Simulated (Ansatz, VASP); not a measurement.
Sb: VASP beside Ansatz

File INCAR:

```
SYSTEM = Sb
PREC     = Accurate       ! precision mode
ENCUT    = 520            ! plane-wave cutoff, eV
EDIFF    = 1E-6           ! SCF threshold, eV
ISMEAR   = -1             ! smearing method
SIGMA    = 0.1            ! smearing width, eV
LREAL    = .FALSE.        ! projectors in reciprocal space
LASPH    = .TRUE.         ! aspherical terms in the spheres
NELM     = 100            ! most SCF steps
ALGO     = Normal         ! electronic algorithm
ISIF     = 2              ! what is computed and relaxed
LWAVE    = .FALSE.        ! write WAVECAR
LCHARG   = .TRUE.         ! write CHGCAR
LELF     = .TRUE.         ! ELF
LVHAR    = .TRUE.       
NBANDS   = 12             ! bands
```

KPOINTS

```
Automatic mesh
0
G
  10 10 10
  0 0 0
```

The input POSCAR:

```
Sb
1.0
    0.0000000000      3.1622622610      3.1622622610
    3.1622622610      0.0000000000      3.1622622610
    3.1622622610      3.1622622610      0.0000000000
Sb
2
Direct
   -0.1250000000     -0.1250000000     -0.1250000000
    0.1250000000      0.1250000000      0.1250000000
```

Input for Ansatz:

```yaml
crystal:
  lattice:
    - [0.0, 3.162262261, 3.162262261]
    - [3.162262261, 0.0, 3.162262261]
    - [3.162262261, 3.162262261, 0.0]
  atoms:
    - { symbol: Sb, position: [-0.125, -0.125, -0.125] }
    - { symbol: Sb, position: [0.125, 0.125, 0.125] }
kpoints:
  mp_grid: { grid: [10, 10, 10] }
scf:
  occupations: { method: fermi_dirac, width: 0.1 }
hamiltonian:
  xc: lda
  pseudopotentials: { kind: paw }
output:
  forces: true
  stress: true
  eigenvalues: true
  populations: true
  write_density: true
  write_potential: true
  elf: true
  volumetric_format: npy
```

Change from the starting cell: volume scaled by 0.8, PAW files.

Alike in both runs: task single point; functional LDA; k mesh 10 × 10 × 10; occupations fermi-dirac, width 0.1 eV; no spin polarisation.

```csv
,VASP,Ansatz
version,VASP 6.6.1,Ansatz 0.2.0
potentials or method,"VASP PAW LDA potentials, release 64 (Sb)","PAW with Ansatz's default frozen-core files, scalar-relativistic"
plane-wave cutoff (eV),520,420
valence electrons in the cell,10,30
```

VASP gave:

- pressure (GPa): 13.5

Problem. Which values does Ansatz return?

Solution. Pressure (GPa): 13.0.

The two sets of potentials don't hold the same shells in valence.

Spin-orbit coupling is left out, which matters for the levels of Sb.
